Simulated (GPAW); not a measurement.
W:

```
CELL_PARAMETERS angstrom
0.00000 2.03000 2.03000
2.03000 0.00000 2.03000
2.03000 2.03000 0.00000
ATOMIC_POSITIONS crystal
W 0.00000 0.00000 0.00000
```

This isn't the form of W at room conditions, which is bcc.

| Quantity | Value |
| --- | --- |
| Program | GPAW 26.7.0 |
| Task | relaxation of cell and atoms |
| Functional | LDA |
| Potentials or basis | the program's PAW data sets (release 1.2.1) made for this functional |
| Cutoff | 600 eV |
| Basis | pw |
| k mesh | 11 × 11 × 11 |
| Occupations | fermi-dirac, width 0.05 eV |
| Spin | no spin polarisation |

At the start: pressure -18.5 GPa; volume 16.73 Å³/atom.

**Question.** How do energy, volume and symmetry change on relaxing?

**Answer.** Over 4 steps the energy falls by 64.9 meV/atom and the volume is 15.67 Å³/atom (-6.4 %); space group Fm-3m (No. 225, to 0.05 Å).

The path:
| step | energy change (eV) | largest force (eV/Å) | pressure (GPa) | volume (Å³) |
| --- | --- | --- | --- | --- |
| 1 | 0.0000 | 0.0000 | -18.52 | 16.73 |
| 2 | -0.0600 | 0.0000 | 5.68 | 15.40 |
| 3 | -0.0649 | 0.0000 | -0.34 | 15.68 |
| 4 | -0.0649 | 0.0000 | 0.00 | 15.67 |

Final structure:
```
W
1.0
     0.00000    1.98602    1.98602
     1.98602    0.00000    1.98602
     1.98602    1.98602    0.00000
W
1
Direct
  0.00000 0.00000 0.00000
```

Caveat: later steps reuse the first step's grids.
